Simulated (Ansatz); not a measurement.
## Density of states of Ga

```cif
data_structure
_symmetry_space_group_name_H-M 'P 1'
_symmetry_Int_Tables_number 1
_cell_length_a 2.9851
_cell_length_b 2.9851
_cell_length_c 2.9851
_cell_angle_alpha 123.888
_cell_angle_beta 123.888
_cell_angle_gamma 83.388
_cell_volume 17.58
loop_
_atom_site_label
_atom_site_type_symbol
_atom_site_fract_x
_atom_site_fract_y
_atom_site_fract_z
_atom_site_occupancy
Ga1 Ga 0.00000 0.00000 0.00000 1
```

The runs use the primitive cell with vectors (-1.404, 1.404, 2.229), (1.404, -1.404, 2.229), (1.404, 1.404, -2.229) Å, to which the k mesh refers.

The cell is COD entry 9012723, as deposited and not checked against the literature; nothing was relaxed.

Theory: DFT, PBE, all-electron LAPW, scalar-relativistic (Ansatz 0.2.0).

Sampling and basis: a Γ-centred 14×14×16 k mesh, Fermi–Dirac smearing of 0.05 eV, basis error target 0.25 meV/atom, no spin polarisation; this mesh doesn't keep the crystal's whole symmetry, which leaves small spurious terms.

States per eV and cell, averaged over 0.6 eV, from -11.8 to 6.6 eV, with energies (bin centres) from the Fermi level; empty bins are left out. 

```csv
E (eV),total
-11.6,0.02
-11.0,0.09
-10.4,0.12
-9.8,0.15
-9.2,0.17
-8.6,0.19
-8.0,0.21
-7.4,0.23
-6.8,0.25
-6.2,0.27
-5.6,0.30
-5.0,0.33
-4.4,0.30
-3.8,0.30
-3.2,0.32
-2.6,0.33
-2.0,0.34
-1.4,0.35
-0.8,0.43
-0.2,0.37
0.4,0.36
1.0,0.41
1.6,0.42
2.2,0.42
2.8,0.45
3.4,0.47
4.0,0.49
4.6,0.53
5.2,0.55
5.8,0.53
6.4,0.52
```
